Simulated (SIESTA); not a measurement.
Runs of SIESTA 5.4.2 on FeO (Wuestite). The structure is trigonal, space group R-3m (No. 166). The conventional cell has a = 3.038 Å, b = 3.038 Å, c = 7.559 Å, α = 90.00°, β = 90.00°, γ = 120.00°. Fe (site symmetry -3m) is surrounded by 6 O at 2.16 Å. Around O (site symmetry -3m) lie 6 Fe at 2.16 Å. 

```tsv
spin	gap on the mesh (eV)	pressure (GPa)	moment (μB)
collinear, fm_larger start	none	-0.4	4.00
collinear, ferromagnetic start	none	-0.4	4.00
collinear, zero start	none	-25.7	(a)
non-collinear, random start	none	-	4.00
```

Alike in all rows: task density of states; level PBE; potentials or basis PseudoDojo 0.4 standard (PBE files), DZP (energy shift 0.003 Ry; two zetas on semicore shells); cell as given; k mesh 8 × 8 × 8; smearing fermi-dirac 0.05 eV; grid cutoff 800 Ry; energy shift 0.003 Ry.

**Question.** Estimate the missing entries.

**Answer.** (a) 0.00.

Caveats: short orbitals over semicore shells can move pressures by several GPa; the basis of atomic orbitals isn't converged, which shifts pressures, moduli and gaps; semilocal functionals often make such compounds metallic where correlation or magnetic order opens a gap, which also shifts bond lengths; a cell with one magnetic atom can't hold antiferromagnetic order, which such compounds often take (some runs); with moments that point in different directions the gradient correction is approximate, so stress is left out (some runs).

A gap of «none» marks a metal or a gap under the smearing width.
